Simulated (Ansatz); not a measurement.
# SnO2: input, output and frames of a trajectory

Computed with Ansatz 0.2.0, DFT PBE, scalar-relativistic, plane waves, PAW. Cutoff 420 eV, shifted (0.5, 0.5, 0.5 steps) 2×2×2 k-points, Fermi–Dirac smearing of 0.039 eV. The mesh is coarse. No spin polarisation.

18 atoms, starting at 1.01 times the perfect crystal's volume (space group I4_1/amd, the cell as given, not relaxed at this level); Nosé–Hoover thermostat at 450 K, fixed cell; 54 steps of 2 fs. The run is short and not equilibrated.

The run converged.

Time: 110 s on 4 threads of Arm Neoverse V1, with other jobs on the host, peak memory 0.75 GiB.

Command:
```bash
ansatz run input.yaml --threads 4 --pin off --max-ram 5120MiB --backend cpu --events-out ev --progress --plain --runs-dir out
```

Input:
```yaml
crystal:
  lattice:
    - [-4.0134268125, -4.0134268125, 0.0]
    - [-2.0067134062, -2.0067134062, 5.1407011698]
    - [-8.0268536249, 4.0134268125, 0.0]
  atoms:
    - { symbol: Sn, position: [0.0833333333, 0.5, 0.8333333333] }
    - { symbol: Sn, position: [0.75, 0.5, 0.5] }
    - { symbol: Sn, position: [0.4166666667, 0.5, 0.1666666667] }
    - { symbol: Sn, position: [0.6666666667, 0.0, 0.6666666667] }
    - { symbol: Sn, position: [0.3333333333, 0.0, 0.3333333333] }
    - { symbol: Sn, position: [0.0, 0.0, 0.0] }
    - { symbol: O, position: [0.8701440767, 0.59304518, 0.6666666667] }
    - { symbol: O, position: [0.5368107433, 0.59304518, 0.3333333333] }
    - { symbol: O, position: [0.20347741, 0.59304518, 1.0] }
    - { symbol: O, position: [0.8798559233, 0.90695482, 0.8333333333] }
    - { symbol: O, position: [0.54652259, 0.90695482, 0.5] }
    - { symbol: O, position: [0.2131892567, 0.90695482, 0.1666666667] }
    - { symbol: O, position: [0.4631892567, 0.40695482, 0.6666666667] }
    - { symbol: O, position: [0.1298559233, 0.40695482, 0.3333333333] }
    - { symbol: O, position: [0.79652259, 0.40695482, 1.0] }
    - { symbol: O, position: [0.2868107433, 0.09304518, 0.8333333333] }
    - { symbol: O, position: [0.95347741, 0.09304518, 0.5] }
    - { symbol: O, position: [0.6201440767, 0.09304518, 0.1666666667] }
basis:
  ecutwfc: 420
kpoints:
  mp_grid: { grid: [2, 2, 2], shift: [0.5, 0.5, 0.5] }
hamiltonian:
  xc: pbe
scf:
  occupations: { method: fermi_dirac, width: 0.0388 }
  lower_state_search: "off"
  convergence: { dr2_threshold: 1.0e-07 }
output:
  forces: true
  stress: true
md:
  timestep: 2.0
  n_steps: 54
  ensemble: nvt_nose_hoover
  temperature: 450.0
  initial_velocities: maxwell_boltzmann
  seed: 63293
```

Output (its end):
```
...
SCF converged after 7 iterations
Free energy (F): -42952.289650 eV
Harris-Foulkes:  -42952.289650 eV  (|F-HF|=4.08e-8)
Internal energy: -42952.289650 eV  (E = F + TS)
E sigma→0 (E₀):  -42952.289650 eV
Fermi energy:    8.290350 eV
--- Per-component energies (eV) ---
  E_band       = -680.181613
  E_kinetic    = 3241.248671
  E_local      = -10701.619612  (includes V_loc(G=0)·N_el)
  E_nonlocal   = 402.638110
  E_hartree    = 5366.828872
  E_xc         = -3161.290093
  E_vxc        = -1686.868148  (∫ρ·V_xc dr)
  E_paw        = -26786.249925  (= ΣΔE_a)
  E_vpaw       = -2669.262930  (= ΣTr[D̂ρ^β])
  E_aug_tail   = 0.029395  (compensation charges beyond the density's cutoff)
  E_ewald      = -11313.875068
  E_smearing   = -0.000000  (= −TS)
  E_closure    = 0.000000  (closes the sum)
  Σ components = -42952.289650   (vs F -42952.289650, Δ=0.00e0)
--- Forces (eV/Å), atoms counted from 1 ---
  atom   1  Sn     1.52061393    -0.20743571    -1.69002868
  atom   2  Sn    -1.03683793     1.26503842    -0.72763229
  atom   3  Sn    -0.68486886     0.04311209     0.96544075
  atom   4  Sn     0.01417791    -0.95676192     0.09780664
  atom   5  Sn     0.90458929     0.02159940    -0.36061715
  atom   6  Sn    -0.31736725    -0.11469554     0.30973489
  atom   7  O      0.09997176    -0.31268668    -0.53478790
  atom   8  O      0.44604657    -0.19117965    -0.13098308
  atom   9  O     -0.11138538    -0.34209267     0.85093643
  atom  10  O     -1.03959337    -0.08168244     0.67356895
  atom  11  O     -0.51158612    -0.35199575     0.47521884
  atom  12  O      0.73690236     0.00070337     0.03897164
  atom  13  O      0.18973990     0.44371325    -0.19125332
  atom  14  O     -0.18441861    -0.77200521     0.27845902
  atom  15  O      0.05336069    -0.22535193    -0.32378038
  atom  16  O     -0.33161201     1.28136549     0.30946992
  atom  17  O      0.07735773     0.06563628     0.40734749
  atom  18  O      0.17486227     0.43474528    -0.44787430
  max |Σ_I F_I| component: 4.71e-5 eV/Å
--- Stress (GPa, compression-positive) ---
        4.485158      -0.161238       0.348457
       -0.161238       3.556647       0.655648
        0.348456       0.655648       4.353272
  P = ⅓ Tr σ = 4.1317 GPa (41.317 kbar)
--- MD trajectory: 54 steps, t = 0.0 → 108.0 fs ---
  final state: T = 312.7 K   F+E_penalty+E_count = -42952.28965034 eV   E_kin = 0.687106 eV
  conserved energy: peak-to-peak 4.629e-3 eV (2.572e-4 eV/atom) over 108.0 fs
```

Frames along the run (Å, eV/Å; dE is the potential energy from the first frame):

```xyz
18
Lattice="-4.013 -4.013 0.000 -2.007 -2.007 5.141 -8.027 4.013 0.000" Properties=species:S:1:pos:R:3:forces:R:3 pbc="T T T" time_fs=0.00 dE_eV=0.0000 T_K=450
Sn   -8.027    2.007    2.570    0.004   -0.003   -0.001
Sn   -8.027   -2.007    2.570    0.004   -0.003   -0.001
Sn   -4.013   -2.007    2.570    0.004   -0.003   -0.001
Sn   -8.027    0.000    0.000   -0.004    0.003    0.001
Sn   -4.013    0.000    0.000   -0.004    0.003    0.001
Sn    0.000    0.000    0.000   -0.004    0.003    0.001
O   -10.034   -2.007    3.049   -0.004   -0.001    0.012
O    -6.020   -2.007    3.049   -0.004   -0.001    0.013
O   -10.034    2.007    3.049   -0.004   -0.001    0.012
O   -12.040   -2.007    4.662    0.004    0.001   -0.013
O    -8.027   -2.007    4.662    0.004    0.001   -0.013
O    -4.013   -2.007    4.662    0.004    0.001   -0.013
O    -8.027    0.000    2.092    0.001    0.005   -0.012
O    -4.013    0.000    2.092    0.001    0.005   -0.012
O   -12.040    0.000    2.092    0.001    0.005   -0.012
O    -8.027    2.007    0.478   -0.001   -0.005    0.012
O    -8.027   -2.007    0.478   -0.001   -0.005    0.012
O    -4.013   -2.007    0.478   -0.001   -0.005    0.012
18
Lattice="-4.013 -4.013 0.000 -2.007 -2.007 5.141 -8.027 4.013 0.000" Properties=species:S:1:pos:R:3:forces:R:3 pbc="T T T" time_fs=10.00 dE_eV=0.3832 T_K=278
Sn   -7.994    2.014    2.580   -0.954   -0.756    0.253
Sn   -8.041   -2.003    2.566    0.419    0.689    0.039
Sn   -4.026   -2.014    2.560    0.067    0.340   -0.275
Sn   -8.013    0.004    0.016   -0.192   -0.144   -0.628
Sn   -3.999    0.000   -0.010   -0.437    0.584   -0.246
Sn   -0.028    0.010    0.009    0.030   -0.942   -0.186
O   -10.029   -2.075    3.023    0.061    0.044    0.651
O    -6.017   -1.990    3.055   -0.156    0.018   -0.455
O   -10.070    1.864    3.026    0.556    0.535    0.381
O   -12.074   -1.955    4.708    0.411   -0.137   -0.642
O    -7.987   -1.947    4.686   -0.688   -0.128   -0.474
O    -4.061   -2.081    4.634    1.120    0.258    0.359
O    -8.064   -0.009    2.067    0.119    0.201    0.716
O    -3.994    0.074    2.015    0.087   -1.605    0.885
O   -12.019   -0.027    2.170   -0.319    0.343   -1.021
O    -8.036    1.966    0.471    0.057    1.273    0.260
O    -7.993   -1.965    0.455    0.051   -0.588   -0.066
O    -4.027   -2.018    0.456   -0.231    0.015    0.450
18
Lattice="-4.013 -4.013 0.000 -2.007 -2.007 5.141 -8.027 4.013 0.000" Properties=species:S:1:pos:R:3:forces:R:3 pbc="T T T" time_fs=20.00 dE_eV=0.5649 T_K=196
Sn   -7.968    2.016    2.592   -1.606   -0.763    0.331
Sn   -8.051   -1.994    2.563    0.606    0.408   -0.120
Sn   -4.037   -2.019    2.548    0.563    0.192   -0.121
Sn   -8.002    0.007    0.027   -0.507    0.337   -0.580
Sn   -3.988    0.004   -0.022   -0.496    0.483   -0.392
Sn   -0.055    0.012    0.016    0.574   -1.178   -0.469
O   -10.021   -2.141    3.033    0.111    0.094    0.624
O    -6.022   -1.973    3.037   -0.161   -0.010   -0.275
O   -10.076    1.752    3.024    0.591    0.967    0.441
O   -12.083   -1.911    4.719    0.605   -0.229   -0.682
O    -7.985   -1.895    4.684   -0.543   -0.205   -0.465
O    -4.050   -2.140    4.625    0.538    0.429    0.334
O    -8.094   -0.007    2.079    0.229    0.101    0.478
O    -3.970    0.062    1.989    0.086   -1.165    1.189
O   -12.016   -0.034    2.190   -0.472    0.416   -1.162
O    -8.041    1.992    0.479    0.182    0.630    0.364
O    -7.957   -1.956    0.430    0.030   -0.736    0.231
O    -4.053   -2.027    0.457   -0.331    0.228    0.274
18
Lattice="-4.013 -4.013 0.000 -2.007 -2.007 5.141 -8.027 4.013 0.000" Properties=species:S:1:pos:R:3:forces:R:3 pbc="T T T" time_fs=30.00 dE_eV=0.5087 T_K=226
Sn   -7.956    2.013    2.607   -1.698   -0.157    0.223
Sn   -8.057   -1.983    2.558    0.616   -0.471   -0.251
Sn   -4.044   -2.022    2.535    1.029   -0.148    0.364
Sn   -7.994    0.012    0.035   -0.729    0.633   -0.088
Sn   -3.980    0.011   -0.037   -0.447   -0.099    0.008
Sn   -0.077    0.006    0.020    1.408   -0.490   -0.693
O   -10.007   -2.201    3.077   -0.055    0.166   -0.010
O    -6.036   -1.957    3.004    0.025   -0.077    0.280
O   -10.048    1.697    3.047    0.208    1.101    0.236
O   -12.058   -1.880    4.691    0.421   -0.200   -0.124
O    -8.012   -1.854    4.656    0.185   -0.198    0.004
O    -4.011   -2.174    4.635   -0.933    0.448   -0.087
O    -8.110    0.000    2.118    0.286   -0.152   -0.391
O    -3.941   -0.015    2.029    0.039    0.416    0.485
O   -12.041   -0.018    2.144   -0.355    0.093   -0.501
O    -8.036    2.052    0.508    0.334   -0.978    0.300
O    -7.919   -1.989    0.420   -0.088   -0.139    0.624
O    -4.099   -2.023    0.473   -0.245    0.253   -0.380
18
Lattice="-4.013 -4.013 0.000 -2.007 -2.007 5.141 -8.027 4.013 0.000" Properties=species:S:1:pos:R:3:forces:R:3 pbc="T T T" time_fs=40.00 dE_eV=0.6171 T_K=183
Sn   -7.956    2.007    2.623   -1.205    0.140   -0.054
Sn   -8.058   -1.975    2.551    0.560   -1.133   -0.051
Sn   -4.043   -2.026    2.525    0.842   -0.288    0.587
Sn   -7.991    0.023    0.041   -0.398    0.267    0.199
Sn   -3.977    0.018   -0.052   -0.800   -0.557    0.501
Sn   -0.088   -0.005    0.018    1.488    0.088   -0.948
O    -9.997   -2.252    3.122   -0.229    0.263   -0.727
O    -6.049   -1.944    2.986    0.262   -0.114    0.497
O   -10.007    1.706    3.085   -0.347    0.855   -0.041
O   -12.009   -1.860    4.656   -0.219   -0.087    0.662
O    -8.031   -1.825    4.627    0.574   -0.134    0.485
O    -4.020   -2.183    4.640   -0.760    0.245   -0.382
O    -8.111    0.000    2.135    0.179   -0.171   -0.741
O    -3.909   -0.071    2.099    0.046    1.415   -0.354
O   -12.086    0.004    2.069   -0.058   -0.245    0.551
O    -8.010    2.060    0.554    0.332   -1.204   -0.105
O    -7.886   -2.029    0.444   -0.222    0.633    0.597
O    -4.159   -2.005    0.467   -0.043    0.026   -0.677
18
Lattice="-4.013 -4.013 0.000 -2.007 -2.007 5.141 -8.027 4.013 0.000" Properties=species:S:1:pos:R:3:forces:R:3 pbc="T T T" time_fs=50.00 dE_eV=0.6283 T_K=185
Sn   -7.966    2.003    2.639   -0.533   -0.064   -0.183
Sn   -8.054   -1.975    2.544    0.526   -1.231    0.577
Sn   -4.035   -2.032    2.519    0.217    0.430    0.186
Sn   -7.992    0.035    0.049    0.321   -0.572   -0.121
Sn   -3.980    0.022   -0.063   -1.298   -0.254    0.923
Sn   -0.088   -0.015    0.008    0.899    0.043   -0.698
O    -9.999   -2.288    3.127   -0.199    0.427   -0.667
O    -6.046   -1.938    2.995    0.351   -0.045    0.222
O    -9.987    1.766    3.121   -0.685    0.397   -0.457
O   -11.973   -1.845    4.658   -0.904   -0.022    0.820
O    -8.019   -1.803    4.625    0.205   -0.093    0.434
O    -4.067   -2.177    4.623    0.877   -0.034   -0.260
O    -8.101   -0.010    2.113   -0.067    0.103   -0.150
O    -3.874   -0.051    2.151    0.008    0.554   -0.760
O   -12.136    0.012    2.023    0.199   -0.407    1.023
O    -7.965    2.005    0.593    0.132    0.392   -0.613
O    -7.865   -2.035    0.502   -0.269    0.672   -0.214
O    -4.223   -1.986    0.425    0.218   -0.297   -0.062
18
Lattice="-4.013 -4.013 0.000 -2.007 -2.007 5.141 -8.027 4.013 0.000" Properties=species:S:1:pos:R:3:forces:R:3 pbc="T T T" time_fs=58.00 dE_eV=0.6601 T_K=179
Sn   -7.978    1.999    2.652   -0.283   -0.163   -0.192
Sn   -8.048   -1.983    2.542    0.513   -0.838    1.149
Sn   -4.027   -2.035    2.515   -0.141    0.893   -0.211
Sn   -7.991    0.042    0.054    0.535   -1.078   -0.657
Sn   -3.989    0.022   -0.067   -0.915    0.120    1.180
Sn   -0.083   -0.024   -0.004    0.606    0.014    0.069
O   -10.010   -2.299    3.102   -0.082    0.556   -0.089
O    -6.030   -1.936    3.013    0.137    0.074   -0.118
O    -9.997    1.834    3.131   -0.459    0.068   -0.867
O   -11.979   -1.835    4.694   -0.913   -0.082    0.348
O    -7.999   -1.790    4.642   -0.319   -0.102    0.054
O    -4.075   -2.173    4.599    1.163   -0.140    0.112
O    -8.095   -0.014    2.087   -0.235    0.275    0.639
O    -3.845   -0.008    2.162   -0.089   -0.569   -0.897
O   -12.169    0.001    2.028    0.319   -0.277    0.699
O    -7.922    1.970    0.601   -0.026    1.427   -0.683
O    -7.860   -2.011    0.542   -0.221    0.217   -1.100
O    -4.267   -1.982    0.386    0.411   -0.395    0.567
18
Lattice="-4.013 -4.013 0.000 -2.007 -2.007 5.141 -8.027 4.013 0.000" Properties=species:S:1:pos:R:3:forces:R:3 pbc="T T T" time_fs=68.00 dE_eV=0.5462 T_K=243
Sn   -7.996    1.993    2.666   -0.402    0.151   -0.359
Sn   -8.036   -1.999    2.547    0.448   -0.233    0.998
Sn   -4.018   -2.033    2.508   -0.228    0.534   -0.466
Sn   -7.986    0.044    0.057    0.049   -0.539   -0.788
Sn   -4.008    0.024   -0.064    0.360    0.060    1.099
Sn   -0.071   -0.034   -0.018    0.431    0.150    0.778
O   -10.026   -2.282    3.068    0.162    0.554    0.552
O    -6.004   -1.927    3.030   -0.350    0.185   -0.257
O   -10.033    1.925    3.097    0.260   -0.188   -0.814
O   -12.033   -1.826    4.756   -0.006   -0.177   -0.387
O    -7.991   -1.778    4.665   -0.569   -0.175   -0.388
O    -4.032   -2.175    4.576   -0.182   -0.097    0.525
O    -8.099   -0.006    2.088   -0.250    0.185    0.814
O    -3.813    0.016    2.126   -0.266   -0.848   -0.830
O   -12.194   -0.024    2.069    0.388    0.220    0.077
O    -7.868    1.997    0.575   -0.181    0.634   -0.393
O    -7.865   -1.971    0.536   -0.179   -0.327   -1.042
O    -4.300   -1.996    0.367    0.515   -0.089    0.880
18
Lattice="-4.013 -4.013 0.000 -2.007 -2.007 5.141 -8.027 4.013 0.000" Properties=species:S:1:pos:R:3:forces:R:3 pbc="T T T" time_fs=78.00 dE_eV=0.5280 T_K=270
Sn   -8.017    1.988    2.678   -0.302    0.716   -0.635
Sn   -8.021   -2.017    2.560    0.207    0.105    0.050
Sn   -4.010   -2.026    2.498   -0.264   -0.251   -0.189
Sn   -7.981    0.042    0.053   -0.642    0.422   -0.288
Sn   -4.024    0.027   -0.051    0.941   -0.231    0.436
Sn   -0.056   -0.043   -0.027   -0.050    0.687    0.729
O   -10.035   -2.232    3.064    0.250    0.367    0.596
O    -5.996   -1.908    3.033   -0.526    0.154   -0.083
O   -10.055    2.008    3.017    0.602   -0.334    0.090
O   -12.088   -1.827    4.797    1.051   -0.134   -0.858
O    -8.014   -1.778    4.667   -0.004   -0.313   -0.431
O    -3.995   -2.182    4.580   -1.113    0.022    0.274
O    -8.119    0.012    2.134   -0.079   -0.257   -0.057
O    -3.796   -0.004    2.042   -0.423    0.097   -0.136
O   -12.197   -0.039    2.118    0.409    0.501   -0.335
O    -7.824    2.058    0.526   -0.285   -1.223    0.211
O    -7.881   -1.948    0.471   -0.180   -0.530    0.149
O    -4.304   -2.016    0.399    0.410    0.202    0.477
18
Lattice="-4.013 -4.013 0.000 -2.007 -2.007 5.141 -8.027 4.013 0.000" Properties=species:S:1:pos:R:3:forces:R:3 pbc="T T T" time_fs=88.00 dE_eV=0.7021 T_K=208
Sn   -8.041    1.988    2.685    0.581    0.821   -0.932
Sn   -8.003   -2.036    2.574   -0.336    0.384   -0.743
Sn   -4.005   -2.021    2.486   -0.440   -0.499    0.646
Sn   -7.981    0.043    0.047   -0.872    0.392    0.200
Sn   -4.034    0.027   -0.035    0.621   -0.221   -0.851
Sn   -0.040   -0.048   -0.031   -0.561    0.796    0.636
O   -10.030   -2.158    3.093   -0.034    0.100    0.032
O    -6.017   -1.880    3.030    0.037    0.002    0.019
O   -10.046    2.074    2.939    0.026   -0.377    1.003
O   -12.087   -1.837    4.791    0.847   -0.061   -0.780
O    -8.037   -1.797    4.645    0.681   -0.461   -0.009
O    -4.016   -2.188    4.600   -0.341    0.122   -0.232
O    -8.144    0.017    2.178    0.090   -0.451   -0.749
O    -3.804   -0.020    1.950   -0.377    0.674    1.384
O   -12.174   -0.026    2.149    0.401    0.128   -0.649
O    -7.795    2.057    0.488   -0.398   -1.167    0.634
O    -7.909   -1.953    0.410   -0.131   -0.211    0.921
O    -4.284   -2.028    0.457    0.204    0.031   -0.531
18
Lattice="-4.013 -4.013 0.000 -2.007 -2.007 5.141 -8.027 4.013 0.000" Properties=species:S:1:pos:R:3:forces:R:3 pbc="T T T" time_fs=98.00 dE_eV=0.7986 T_K=177
Sn   -8.061    1.995    2.684    1.587    0.265   -1.370
Sn   -7.987   -2.051    2.583   -0.949    0.742   -1.110
Sn   -4.003   -2.020    2.480   -0.683   -0.122    1.307
Sn   -7.987    0.046    0.042   -0.417   -0.578    0.383
Sn   -4.039    0.026   -0.025    0.292   -0.030   -1.389
Sn   -0.028   -0.046   -0.029   -0.470    0.194    0.620
O   -10.026   -2.076    3.124   -0.181   -0.151   -0.628
O    -6.036   -1.850    3.028    0.786   -0.136   -0.072
O   -10.036    2.119    2.917   -0.578   -0.344    1.335
O   -12.040   -1.851    4.739   -0.518   -0.060   -0.105
O    -8.024   -1.844    4.623    0.460   -0.528    0.531
O    -4.057   -2.188    4.609    0.838    0.086   -0.387
O    -8.165   -0.003    2.182    0.161   -0.028   -0.743
O    -3.834   -0.002    1.936   -0.260    0.147    1.920
O   -12.126   -0.006    2.142    0.291   -0.415   -0.763
O    -7.789    1.994    0.484   -0.446    0.731    0.689
O    -7.946   -1.972    0.399   -0.025    0.228    0.953
O    -4.249   -2.037    0.487    0.111   -0.001   -1.169
18
Lattice="-4.013 -4.013 0.000 -2.007 -2.007 5.141 -8.027 4.013 0.000" Properties=species:S:1:pos:R:3:forces:R:3 pbc="T T T" time_fs=108.00 dE_eV=0.5327 T_K=313
Sn   -8.070    2.005    2.672    1.521   -0.207   -1.690
Sn   -7.979   -2.061    2.583   -1.037    1.265   -0.728
Sn   -4.006   -2.019    2.483   -0.685    0.043    0.965
Sn   -7.997    0.044    0.039    0.014   -0.957    0.098
Sn   -4.041    0.025   -0.025    0.905    0.022   -0.361
Sn   -0.019   -0.042   -0.022   -0.317   -0.115    0.310
O   -10.031   -1.999    3.122    0.100   -0.313   -0.535
O    -6.012   -1.827    3.022    0.446   -0.191   -0.131
O   -10.054    2.145    2.972   -0.111   -0.342    0.851
O   -12.018   -1.869    4.680   -1.040   -0.082    0.674
O    -7.986   -1.924    4.628   -0.512   -0.352    0.475
O    -4.056   -2.182    4.597    0.737    0.001    0.039
O    -8.177   -0.025    2.144    0.190    0.444   -0.191
O    -3.882    0.023    2.026   -0.184   -0.772    0.278
O   -12.060   -0.007    2.090    0.053   -0.225   -0.324
O    -7.810    1.966    0.521   -0.332    1.281    0.309
O    -7.985   -1.980    0.445    0.077    0.066    0.407
O    -4.206   -2.043    0.453    0.175    0.435   -0.448
```